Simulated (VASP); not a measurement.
The system is CsBr.

```
Cs Br
1.0
     4.38931    0.00000    0.00000
     0.00000    4.38931    0.00000
     0.00000    0.00000    4.38931
Cs Br
1 1
Direct
  0.00000 0.00000 0.00000
  0.50000 0.50000 0.50000
```

| Quantity | Value |
| --- | --- |
| Program | VASP 6.6.1 |
| Task | relaxation of cell and atoms |
| Functional | PBE |
| Dispersion | D3(BJ) |
| Potentials or basis | VASP PAW PBE potentials, release 64 (Cs_sv, Br) |
| Cutoff | 600 eV |
| k mesh | 6 × 6 × 6 |
| Occupations | gaussian, width 0.02 eV |
| Spin | no spin polarisation |

At the start: pressure -0.7 GPa; volume 42.28 Å³/atom.

Task: How do energy, volume and symmetry change on relaxing?

Result: Over 4 steps the energy falls by 5.4 meV/atom and the volume is 40.00 Å³/atom (-5.4 %); space group Pm-3m (No. 221, to 0.05 Å).

The path:
| step | energy change (eV) | largest force (eV/Å) | pressure (GPa) | volume (Å³) |
| --- | --- | --- | --- | --- |
| 1 | 0.0000 | 0.0000 | -0.71 | 84.56 |
| 2 | -0.0079 | 0.0000 | -0.38 | 82.29 |
| 3 | -0.0107 | 0.0000 | -0.05 | 80.31 |
| 4 | -0.0108 | 0.0000 | 0.00 | 80.00 |

Final structure:
```
Cs Br
1.0
     4.30879    0.00000    0.00000
     0.00000    4.30879    0.00000
     0.00000    0.00000    4.30879
Cs Br
1 1
Direct
  0.00000 0.00000 0.00000
  0.50000 0.50000 0.50000
```
